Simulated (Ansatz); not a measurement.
Input and output of a single-point calculation on AlAs in the zincblende structure (Ansatz, HSE06). The cell was relaxed with r2SCAN and then strained (isotropic -3.0 % on every length), with the atoms relaxed again with r2SCAN; k points keep the names of the unstrained zone.

Input (YAML):
```yaml
crystal:
  lattice:
    - [0.0, 2.7537568985, 2.7537568985]
    - [2.7537568985, 0.0, 2.7537568985]
    - [2.7537568985, 2.7537568985, 0.0]
  atoms:
    - { symbol: Al, position: [0.0, 0.0, 0.0] }
    - { symbol: As, position: [0.25, 0.25, 0.25] }
kpoints:
  mp_grid: { grid: [6, 6, 6] }
  band_path:
    path:
      - [0.0, 0.0, 0.0]
      - [-0.5, -0.5, 0.0]
      - [-0.375, -0.375, 0.25]
      - [-0.375, 0.0, 0.375]
      - [0.0, 0.0, 0.5]
      - [-0.5, -0.25, 0.25]
      - [0.0, 0.5, 0.5]
    npoints: 1
hamiltonian:
  xc: hse06
scf:
  occupations: { method: fixed }
  n_extra_bands: 4
output:
  forces: true
  stress: true
  eigenvalues: true
```

Wall time 18 s on 1 × NVIDIA H100 80GB HBM3 with 2 threads of AMD EPYC 7R13 Processor (Zen 3), on a shared host, load about 2.2 per core; peak host memory 2.2 GiB.

Abridged output:
```
scf.n_extra_bands = 4 over 9 filled bands (N_el = 18.0): the run solves 13 bands
Pseudopotential: Al, paw, valence charge 3, recommended cutoff 420 eV (normal)
Pseudopotential: As, paw, valence charge 15, recommended cutoff 420 eV (normal)
Functional definition: HSE06
Crystal: 2 atoms, lattice volume = 41.764 Å³
Basis set: ecut = 420 eV, 869 PW (Γ)
Symmetry: 24 space group operations
Space group: F-43m (ITA 216)
k-points: 16 of 216 (time reversal used)
Exchange kernel: α = 0.2500, screened, ω = 0.2079 Å⁻¹, Wigner–Seitz truncation, v(0) = 1046.4951 eV·Å³, q-mesh 6×6×6
hybrid outer 1: dexx = +4.104e-3 eV, tail = 4.01e-5 eV
hybrid outer 2: dexx = +1.805e-7 eV, tail = 1.38e-8 eV, Δε = 2.09e-3 eV
Free energy (F): -5396.220393 eV
Fermi energy:    6.855102 eV
--- Forces (eV/Å), atoms counted from 1 ---
  atom   1  Al      0.00000      0.00000      0.00000
  atom   2  As      0.00000      0.00000      0.00000
--- Stress (GPa, compression-positive) ---
        8.655776       0.000000       0.000000
        0.000000       8.655776       0.000000
        0.000000       0.000000       8.655776
  P = ⅓ Tr σ = 8.6558 GPa (86.558 kbar)
--- Band table (eV; the first three rows and the last of 16) ---
  k-point 0: bands = […, -30.8582, -30.8582, -6.7214, 6.8551, 6.8551, 6.8551, 10.5347, 12.1797, 12.1797, 12.1797]
  k-point 1: bands = […, -30.8581, -30.8581, -6.3894, 4.5807, 6.5523, 6.5523, 11.0032, 12.6777, 12.6777, 13.4405]
  k-point 2: bands = […, -30.8579, -30.8579, -5.5312, 1.6858, 6.0848, 6.0848, 10.3937, 12.7242, 12.7242, 15.7558]
  k-point 15: bands = […, -30.8585, -30.8572, -4.1553, 0.8953, 3.3527, 3.6683, 10.7554, 11.9533, 15.4250, 16.1971]
```

The rows of the band table are 0: (0, 0, 0) = Γ, 1: (0, 0, 1/6), 2: (0, 0, 1/3), 15: (1/6, -1/2, -1/3).

Levels at the listed points, from bands.tsv (eV from the Fermi energy, bands near the gap, counted from 0):
```tsv
# k_distance	band_4	band_5	band_6	band_7	band_8	band_9	band_10	band_11	band_12
# fermi_ev = 6.855102
# [0, 0, 0] at k_distance = 0.000000
# [-0.5, -0.5, 0] at k_distance = 1.140839
# [-0.375, -0.375, 0.25] at k_distance = 1.544186
# [-0.375, 0, 0.375] at k_distance = 2.242804
# [0, 0, 0.5] at k_distance = 2.941423
# [-0.5, -0.25, 0.25] at k_distance = 3.748117
# [0, 0.5, 0.5] at k_distance = 5.023614
# levels_relative_to = fermi_ev
0.000	-37.713	-13.577	0.000	0.000	0.000	3.680	5.325	5.325	5.325
1.141	-37.712	-11.047	-6.278	-2.580	-2.580	1.930	3.002	12.300	12.300
1.544	-37.712	-11.083	-5.938	-4.080	-2.131	2.890	6.029	9.713	10.051
2.243	-37.712	-11.083	-5.938	-4.080	-2.131	2.890	6.029	9.713	10.051
2.941	-37.713	-11.761	-6.526	-0.961	-0.961	3.285	5.611	5.611	8.856
3.748	-37.712	-10.998	-5.812	-3.811	-3.349	5.130	7.044	7.047	7.112
5.024	-37.712	-11.047	-6.278	-2.580	-2.580	1.930	3.002	12.300	12.300
```
In order the rows are Γ, X, U, K, L, W, X.

The HSE06 gap is indirect, 1.93 eV (Γ to X), below the direct gap of 3.68 eV at Γ. The mean pressure is +8.7 GPa (compression positive), so HSE06 would enlarge the cell's volume. The stress of a hybrid is loosely converged here.

Calculated for a static, non-magnetic cell.

The runs are scalar-relativistic, without spin-orbit coupling.

The meshes of the hybrids are coarse, so their gaps aren't converged to the digits shown.
